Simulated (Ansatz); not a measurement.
## Density of states of As

```xyz
4
Lattice="1.8250 -5.5000 0.0000 1.8250 5.5000 0.0000 0.0000 0.0000 4.4700" Properties=species:S:1:pos:R:3 pbc="T T T"
As    1.8250    4.2900    4.2018
As    1.8250   -1.2100    2.5032
As    1.8250   -4.2900    0.2682
As    1.8250    1.2100    1.9668
```

The cell is COD entry 9013006, as deposited and not checked against the literature; nothing was relaxed.

The calculation used DFT, PBE, all-electron LAPW, scalar-relativistic (Ansatz 0.2.0).

Numerical set-up: a Γ-centred 10×10×8 k mesh, Fermi–Dirac smearing of 0.05 eV, basis error target 1 meV/atom, no spin polarisation.

States per eV and cell, averaged over 0.6 eV, from -9.4 to 6.0 eV, with energies (bin centres) from the Fermi level; empty bins are left out. 

```csv
E (eV),total
-9.2,1.17
-8.6,0.73
-8.0,0.55
-7.4,0.41
-6.8,0.28
-6.2,0.05
-5.6,1.30
-5.0,1.80
-4.4,2.45
-3.8,2.24
-3.2,2.42
-2.6,2.63
-2.0,3.08
-1.4,2.50
-0.8,1.29
-0.2,0.29
0.4,0.73
1.0,1.61
1.6,2.53
2.2,3.23
2.8,2.95
3.4,2.71
4.0,2.68
4.6,1.92
5.2,1.10
5.8,0.92
```
